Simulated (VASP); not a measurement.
# Rh (Fm-3m) in VASP: density of states with PBE

Aim: the density of states of Rh with PBE.

Everything below comes from runs of VASP 6.6.1. Logs are shortened: lines on timing, memory, paths and dates and some standing lists are left out, and cuts for length are marked.

## Step 1: The structure

Symmetry: Fm-3m, No. 225, cubic system. The conventional cell has a = 3.830 Å, b = 3.830 Å, c = 3.830 Å, α = 90.00°, β = 90.00°, γ = 90.00°. Rh (site symmetry m-3m) has 12 Rh at 2.71 Å as nearest neighbours.

## Step 2: Density of states, PBE

POSCAR

```
Rh                                      
1.0
    0.0000000000      1.9150186075      1.9150186075
    1.9150186075      0.0000000000      1.9150186075
    1.9150186075      1.9150186075     -0.0000000000
  Rh            
     1
Direct
     0.0000000000000000    0.0000000000000000    0.0000000000000000
```

INCAR.step1

```
SYSTEM = Rh
PREC     = Accurate       ! precision mode
ENCUT    = 520            ! plane-wave cutoff, eV
EDIFF    = 1E-7           ! SCF threshold, eV
ISMEAR   = 0              ! smearing method
SIGMA    = 0.1            ! smearing width, eV
LREAL    = .False.        ! projectors in reciprocal space
LASPH    = .True.         ! aspherical terms in the spheres
NELM     = 60             ! most SCF steps
ALGO     = Normal         ! electronic algorithm
ISIF     = 2              ! what is computed and relaxed
LWAVE    = .False.        ! write WAVECAR
LCHARG   = .True.         ! write CHGCAR
LMAXMIX  = 4              ! l up to which the mixer works
GGA      = PE             ! functional
NBANDS   = 14             ! bands
```

KPOINTS.step1

```
Automatic mesh
0
Gamma
  18 18 18
  0 0 0
```

INCAR.step2

```
SYSTEM = Rh
PREC     = Accurate       ! precision mode
ENCUT    = 520            ! plane-wave cutoff, eV
EDIFF    = 1E-7           ! SCF threshold, eV
ISMEAR   = -5             ! smearing method
SIGMA    = 0.1            ! smearing width, eV
LREAL    = .False.        ! projectors in reciprocal space
LASPH    = .True.         ! aspherical terms in the spheres
NELM     = 60             ! most SCF steps
ALGO     = Normal         ! electronic algorithm
ISIF     = 2              ! what is computed and relaxed
LWAVE    = .False.        ! write WAVECAR
LCHARG   = .False.        ! write CHGCAR
LMAXMIX  = 4              ! l up to which the mixer works
GGA      = PE             ! functional
LORBIT   = 11             ! projections on sites
NBANDS   = 14             ! bands
NEDOS    = 2001           ! points of the DOS
ICHARG   = 11             ! starting density
```

KPOINTS.step2

```
Automatic mesh
0
Gamma
  27 27 27
  0 0 0
```

Potentials or basis: VASP PAW PBE potentials, release 64 (Rh_pv).

Command:

```sh
cat potpaw_PBE.64/Rh_pv/POTCAR > POTCAR
cp INCAR.step1 INCAR
cp KPOINTS.step1 KPOINTS
mpirun -np 1 vasp_std > vasp.out
cp INCAR.step2 INCAR
cp KPOINTS.step2 KPOINTS
mpirun -np 1 vasp_std > vasp.out
```

OUTCAR:

```text
SYSTEM = Rh
   PREC = Accurate
   ENCUT = 520
   EDIFF = 1E-7
   ISMEAR = -5
   LREAL = .False.
   LASPH = .True.
   NELM = 60
   ISIF = 2
   GGA = PE
   LORBIT = 11
   ICHARG = 11

 ion  position               nearest neighbor table
   1  0.000  0.000  0.000-

  LATTYP: Found a face centered cubic cell.
 ALAT       =     3.8300372150

  Lattice vectors:

 A1 = (   0.0000000000,   1.9150186075,   1.9150186075)
 A2 = (   1.9150186075,   0.0000000000,   1.9150186075)
 A3 = (   1.9150186075,   1.9150186075,   0.0000000000)

Analysis of symmetry for initial positions (statically):
=====================================================================
 Subroutine PRICEL returns:
 Original cell was already a primitive cell.

 Routine SETGRP: Setting up the symmetry group for a
 face centered cubic supercell.

 Subroutine GETGRP returns: Found 48 space group operations
 (whereof 48 operations were pure point group operations)
 out of a pool of 48 trial point group operations.

The static configuration has the point symmetry O_h .

Analysis of symmetry for dynamics (positions and initial velocities):
=====================================================================
 Subroutine PRICEL returns:
 Original cell was already a primitive cell.

 Routine SETGRP: Setting up the symmetry group for a
 face centered cubic supercell.

 Subroutine GETGRP returns: Found 48 space group operations
 (whereof 48 operations were pure point group operations)
 out of a pool of 48 trial point group operations.

The dynamic configuration has the point symmetry O_h .

 Subroutine INISYM returns: Found 48 space group operations
 (whereof 48 operations are pure point group operations),
 and found     1 'primitive' translations

----------------------------------------------------------------------------------------

                                     Primitive cell

  volume of cell :      14.0459

  direct lattice vectors                    reciprocal lattice vectors
     0.000000000  1.915018607  1.915018607    -0.261094069  0.261094069  0.261094069
     1.915018607  0.000000000  1.915018607     0.261094069 -0.261094069  0.261094069
     1.915018607  1.915018607  0.000000000     0.261094069  0.261094069 -0.261094069

  length of vectors
     2.708245287  2.708245287  2.708245287     0.452228193  0.452228193  0.452228193

  position of ions in fractional coordinates (direct lattice)
     0.000000000  0.000000000  0.000000000

  ion indices of the primitive-cell ions
   primitive index   ion index
                 1           1

----------------------------------------------------------------------------------------

 KPOINTS: Automatic mesh

Automatic generation of k-mesh.
 Grid dimensions read from file:
 generate k-points for:   27   27   27

 Generating k-lattice:

  Cartesian coordinates                     Fractional coordinates (reciprocal lattice)
    -0.009670151  0.009670151  0.009670151     0.037037037  0.000000000  0.000000000
     0.009670151 -0.009670151  0.009670151     0.000000000  0.037037037  0.000000000
     0.009670151  0.009670151 -0.009670151     0.000000000  0.000000000  0.037037037

  Length of vectors
     0.016749192  0.016749192  0.016749192

  Shift w.r.t. Gamma in fractional coordinates (k-lattice)
     0.000000000  0.000000000  0.000000000

 TETIRR: Found   2653 inequivalent tetrahedra from   118098

 Subroutine IBZKPT returns following result:
 ===========================================

 Found    560 irreducible k-points:

 Following reciprocal coordinates:
            Coordinates               Weight
  0.000000  0.000000  0.000000      1.000000
  0.037037  0.000000  0.000000      8.000000
  0.074074  0.000000  0.000000      8.000000
  0.111111  0.000000  0.000000      8.000000
  0.148148  0.000000  0.000000      8.000000
  0.185185  0.000000  0.000000      8.000000
[... 16 lines left out ...]
  0.333333  0.037037  0.000000     24.000000
  0.370370  0.037037  0.000000     24.000000
 [... further k-points ...]
   k-points           NKPTS =    560   k-points in BZ     NKDIM =    560   number of bands    NBANDS=     14
   number of dos      NEDOS =   2001   number of ions     NIONS =      1
   total plane-waves  NPLWV =   8000
   dimension x,y,z NGX =    20 NGY =   20 NGZ =   20
   dimension x,y,z NGXF=    40 NGYF=   40 NGZF=   40
   ions per type =               1
   NGX,Y,Z   is equivalent  to a cutoff of  12.28, 12.28, 12.28 a.u.
   NGXF,Y,Z  is equivalent  to a cutoff of  24.55, 24.55, 24.55 a.u.
 SYSTEM =  Rh
   PREC   = accura    normal or accurate (medium, high low for compatibility)
   ISTART =      0    job   : 0-new  1-cont  2-samecut
   ICHARG =     11    charge: 1-file 2-atom 10-const
   ISPIN  =      1    spin polarized calculation?
   LNONCOLLINEAR =      F non collinear calculations
   LSORBIT =      F    spin-orbit coupling
   LASPH  =      T    aspherical Exc in radial PAW
   ENCUT  =  520.0 eV  38.22 Ry    6.18 a.u.   5.04  5.04  5.04*2*pi/ulx,y,z
   NELM   =     60;   NELMIN=  2; NELMDL=  0     # of ELM steps
   EDIFF  = 0.1E-06   stopping-criterion for ELM
   LREAL  =      F    real-space projection
   EDIFFG = 0.1E-05   stopping-criterion for IOM
   NSW    =      0    number of steps for IOM
   IBRION =     -1    ionic relax: 0-MD 1-quasi-New 2-CG
   NFREE  =      0    steps in history (QN), initial steepest desc. (CG)
   ISIF   =      2    stress and relaxation
   ISYM   =      2    0-nonsym 1-usesym 2-fastsym
   POTIM  = 0.5000    time-step for ionic-motion
   TEBEG  =    0.0;   TEEND  =   0.0 temperature during run
   PSTRESS=    0.0 pullay stress
   NELECT =      15.0000    total number of electrons
   NUPDOWN=      -1.0000    fix difference up-down
   EMIN   =  10.00;   EMAX   =-10.00  energy-range for DOS
   EFERMI =   0.00;   METHOD = LEGACY
   ISMEAR =    -5;   SIGMA  =   0.10  broadening in eV -4-tet -1-fermi 0-gaus
   EFERMI_NEDOS =   21; number of points for ismear=-14 and -15
   IALGO  =     38    algorithm
   IMIX   =      4    mixing-type and parameters
     AMIX     =   0.40;   BMIX     =  1.00
     AMIX_MAG =   1.60;   BMIX_MAG =  1.00
  volume/ion in A,a.u.               =      14.05        94.79
  Fermi-wavevector in a.u.,A,eV,Ry     =   1.673358  3.162189 38.098051  2.800128
  Thomas-Fermi vector in A             =   2.758344
   LORBIT       =     11    0 simple, 1 ext, 2 COOP (PROOUT), +10 PAW based schemes
   GGA     = PE    functional components
   LHFCALC =     F    Hartree Fock is set to
   AEXX    =    0.0000 exact exchange contribution
   IVDW    =     0    specifies the selected vdW correction
   LEPSILON=     F    determine dielectric tensor
   LRPA    =     F    only Hartree local field effects (RPA)
 non-spin polarized calculation
 Fermi weights with tetrahedron method with Bloechl corrections
  energy-cutoff  :      520.00
  volume of cell :       14.05
 maximum number of plane-waves:       388

 number of electron      15.0000003 magnetization

 Free energy of the ion-electron system (eV)
  ---------------------------------------------------
  ext. energy  EPLUGINS =         0.00000000
  ---------------------------------------------------
  free energy    TOTEN  =        -7.25837729 eV

  energy without entropy =       -7.25837729  energy(sigma->0) =       -7.25837729

 E-fermi :  11.5092     XC(G=0): -13.8949

 val. band max:       11.5706767751   @ k =   0.3704   0.3704   0.0000
 cond. band min:      11.4882926786   @ k =   0.3333   0.1111   0.0000
 fundamental gap:     -0.0823840964
 Fermi energy:        11.5092451942

 k-point     1 :       0.0000    0.0000    0.0000
  band No.  band energies     occupation
      1     -34.8334      2.00000
      2     -34.8334      2.00000
      3     -34.8334      2.00000
      4       3.7136      2.00000
      5       8.5349      2.00000
      6       8.5349      2.00000
      7       8.5349      2.00000
      8      10.5501      2.00000
      9      10.5501      2.00000
     10      27.5249      0.00000
     11      32.0981      0.00000
     12      32.8642      0.00000
     13      32.8642      0.00000
     14      32.8642      0.00000

 k-point     2 :       0.0370    0.0000    0.0000
  band No.  band energies     occupation
      1     -34.8429      2.00000
      2     -34.8347      2.00000
      3     -34.8347      2.00000
      4       3.7681      2.00000
      5       8.5106      2.00000
      6       8.5563      2.00000
      7       8.5563      2.00000
      8      10.5379      2.00000
      9      10.5379      2.00000
     10      27.6032      0.00000
     11      32.0966      0.00000
     12      32.5299      0.00000
     13      32.9424      0.00000
     14      32.9424      0.00000

 k-point     3 :       0.0741    0.0000    0.0000
  band No.  band energies     occupation
      1     -34.8707      2.00000
      2     -34.8385      2.00000
      3     -34.8385      2.00000
      4       3.9290      2.00000
      5       8.4429      2.00000
      6       8.6171      2.00000
      7       8.6171      2.00000
      8      10.5058      2.00000
      9      10.5058      2.00000
     10      27.8267      0.00000
     11      31.7173      0.00000
     12      32.1000      0.00000
     13      33.1735      0.00000
     14      33.1735      0.00000
[... 324 lines left out ...]
 k-point    23 :       0.3333    0.0370    0.0000
  band No.  band energies     occupation
      1     -35.3232      2.00000
      2     -34.9094      2.00000
      3     -34.9005      2.00000
      4       5.7613      2.00000
      5       8.7068      2.00000
      6       8.7902      2.00000
      7       9.2330      2.00000
      8      11.1606      2.02820
      9      11.3556      1.73137
     10      24.1780      0.00000
     11      28.3743      0.00000
     12      32.0977      0.00000
     13      34.2028      0.00000
     14      35.4195      0.00000

 k-point    24 :       0.3704    0.0370    0.0000
  band No.  band energies     occupation
      1     -35.3880      2.00000
      2     -34.9177      2.00000
      3     -34.9108      2.00000
      4       5.7462      2.00000
      5       8.6118      2.00000
      6       8.7008      2.00000
      7       9.8925      2.00000
      8      11.5345      1.10210
      9      11.6066      0.08254
     10      22.9522      0.00000
     11      27.9382      0.00000
     12      32.0978      0.00000
     13      33.6116      0.00000
     14      34.5049      0.00000

 [... further k-points ...]

------------------------ aborting loop because EDIFF is reached ----------------------------------------

  FORCE on cell =-STRESS in cart. coord.  units (eV):
  Direction    XX          YY          ZZ          XY          YZ          ZX
  --------------------------------------------------------------------------------------
  -------------------------------------------------------------------------------------
  Total       -0.0057178     -0.0057178     -0.0057178     -0.0000000     -0.0000000      0.0000000
  in kB       -0.6522136     -0.6522136     -0.6522136     -0.0000000     -0.0000000      0.0000000
  external PRESSURE =      -0.6522136 kB  Pullay stress =       0.0000000 kB

 VOLUME and BASIS-vectors are now :
 -----------------------------------------------------------------------------
  energy-cutoff  :      520.00
  volume of cell :       14.05
      direct lattice vectors                 reciprocal lattice vectors
     0.000000000  1.915018607  1.915018607    -0.261094069  0.261094069  0.261094069
     1.915018607  0.000000000  1.915018607     0.261094069 -0.261094069  0.261094069
     1.915018607  1.915018607  0.000000000     0.261094069  0.261094069 -0.261094069

 POSITION                                       TOTAL-FORCE (eV/Angst)
 -----------------------------------------------------------------------------------
      0.00000      0.00000      0.00000        -0.000000     -0.000000     -0.000000
 -----------------------------------------------------------------------------------
    total drift:                                0.000000     -0.000000      0.000000

  FREE ENERGIE OF THE ION-ELECTRON SYSTEM (eV)
  ---------------------------------------------------
  free  energy   TOTEN  =        -7.2583772944 eV

  energy  without entropy=       -7.2583772944  energy(sigma->0) =       -7.25837729

 total charge

# of ion       s       p       d       tot
------------------------------------------
    1        0.404   6.287   7.057  13.748
```

Wall time 66 s (1 thread of Intel Xeon Platinum 8488C (Sapphire Rapids), shared host); peak memory 0.21 GiB.

Results:

* Valence electrons inside the program's atomic spheres: Rh 13.75

Levels at points of the mesh, in eV from the Fermi level:
| k point | band 3 | band 4 | band 5 | band 6 | band 7 | band 8 | band 9 | band 10 | band 11 | band 12 |
| --- | --- | --- | --- | --- | --- | --- | --- | --- | --- | --- |
| (0.00, 0.00, 0.00) | -46.34 | -7.80 | -2.97 | -2.97 | -2.97 | -0.96 | -0.96 | 16.02 | 20.59 | 21.35 |

States per cell in windows of 0.5 eV (zero at the Fermi level; states under -8 eV left out):
```
from (eV)  total  Rh1_d  Rh1_p  Rh1_s
     -8.0   0.01   0.00   0.00   0.00
     -7.5   0.02   0.00   0.00   0.01
     -7.0   0.04   0.00   0.00   0.02
     -6.5   0.07   0.01   0.00   0.03
     -6.0   0.45   0.25   0.01   0.08
     -5.5   0.98   0.66   0.03   0.11
     -5.0   0.77   0.57   0.03   0.04
     -4.5   0.65   0.50   0.03   0.01
     -4.0   0.63   0.50   0.03   0.01
     -3.5   0.76   0.61   0.03   0.02
     -3.0   1.11   0.91   0.04   0.02
     -2.5   0.79   0.65   0.04   0.01
     -2.0   0.67   0.56   0.03   0.01
     -1.5   0.78   0.68   0.02   0.01
     -1.0   0.68   0.61   0.02   0.01
     -0.5   0.60   0.54   0.01   0.01
      0.0   0.94   0.89   0.01   0.01
      0.5   0.60   0.56   0.01   0.01
      1.0   0.12   0.08   0.01   0.01
      1.5   0.12   0.07   0.02   0.01
      2.0   0.11   0.06   0.02   0.01
      2.5   0.13   0.06   0.03   0.01
      3.0   0.12   0.05   0.03   0.01
      3.5   0.13   0.05   0.03   0.01
      4.0   0.12   0.05   0.03   0.01
      4.5   0.12   0.05   0.03   0.01
      5.0   0.11   0.04   0.03   0.01
      5.5   0.10   0.03   0.03   0.01
      6.0   0.09   0.03   0.03   0.01
      6.5   0.08   0.02   0.03   0.01
      7.0   0.07   0.02   0.03   0.01
      7.5   0.05   0.01   0.02   0.00
```

Caveat: tetrahedron occupations give inexact forces and stress in metals.
